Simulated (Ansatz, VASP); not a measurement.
# TaN in VASP and in Ansatz

INCAR

```
SYSTEM = TaN
ALGO = Normal
EDIFF = 1E-7
ENCUT = 520
GGA = PS
ISIF = 2
ISMEAR = 0
LASPH = .TRUE.
LCHARG = .FALSE.
LREAL = .FALSE.
LWAVE = .FALSE.
NBANDS = 15
NELM = 80
PREC = Accurate
SIGMA = 0.15
```

The input KPOINTS:

```
k-points
0
G
  18 18 18
  0 0 0
```

File POSCAR:

```
TaN
1.0
    0.0000000000      2.1572100000      2.1790000000
    2.1572100000      0.0000000000      2.1790000000
    2.1572100000      2.1572100000      0.0000000000
Ta N
1 1
Direct
    0.5000000000      0.5000000000      0.5000000000
    0.0000000000      0.0000000000      0.0000000000
```

Input for Ansatz:

```yaml
crystal:
  lattice:
    - [0.0, 2.15721, 2.179]
    - [2.15721, 0.0, 2.179]
    - [2.15721, 2.15721, 0.0]
  atoms:
    - { symbol: Ta, position: [0.5, 0.5, 0.5] }
    - { symbol: "N", position: [0.0, 0.0, 0.0] }
basis:
  ecutwfc: 420
kpoints:
  mp_grid: { grid: [18, 18, 18] }
hamiltonian:
  xc: pbesol
scf:
  occupations: { method: gaussian, width: 0.15 }
output:
  forces: true
  stress: true
  eigenvalues: true
```

Change from the starting cell: strain -0.0100 x Voigt [1, 1, 0, 0, 0, 0], atoms carried along.

Alike in both runs: task single point; functional PBEsol; k mesh 18 × 18 × 18; occupations gaussian, width 0.15 eV; no spin polarisation.

|  | VASP | Ansatz |
| --- | --- | --- |
| version | VASP 6.6.1 | Ansatz 0.2.0 |
| potentials or method | VASP PAW PBE potentials, release 64 (Ta_pv, N) | scalar-relativistic, plane waves, PAW |
| plane-wave cutoff (eV) | 520 | 420 |
| valence electrons in the cell | 16 | 18 |

VASP gave:

- gap on the k mesh at the Fermi level (eV): none
- pressure (GPa): 13.6
- largest component of the traceless stress (GPa): 4.96

Q: Which values does Ansatz return?

A: gap on the k mesh at the Fermi level (eV): none; pressure (GPa): 12.4; largest component of the traceless stress (GPa): 4.92.

A gap of «none» marks a metal or a gap that the smearing closes. The two sets of potentials don't hold the same shells in valence.

Caveats: the PAW data sets were made with another functional, which shifts forces and pressure a little (VASP). The runs have no spin-orbit coupling, so splittings on Ta are missing.
